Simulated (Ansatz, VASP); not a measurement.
## Two plane-wave programs on Hg

```
CELL_PARAMETERS angstrom
3.59761 0.00000 0.00000
-1.79880 3.11562 0.00000
0.00000 0.00000 5.58305
ATOMIC_POSITIONS crystal
Hg 0.33333 0.66667 0.25000
Hg 0.66667 0.33333 0.75000
```

Alike in both runs: functional PBE; k mesh 14 × 14 × 8; occupations fermi-dirac, width 0.05 eV; no spin polarisation.

Ansatz relaxed the structure, and its values are those at the end. VASP's run is a single point on that final structure, the one shown.

```csv
,VASP,Ansatz
version,VASP 6.6.1,Ansatz 0.2.0
potentials or method,"VASP PAW PBE potentials, release 64 (Hg)","PAW with Ansatz's default frozen-core files, scalar-relativistic"
plane-wave cutoff (eV),520,420
valence electrons in the cell,24,40
```

```tsv
	VASP	Ansatz	Ansatz less VASP
pressure (GPa)	0.0	0.0	-0.04
```

The functional is the same, so the differences come from potentials, cutoffs and numerics. The two sets of potentials don't hold the same shells in valence.
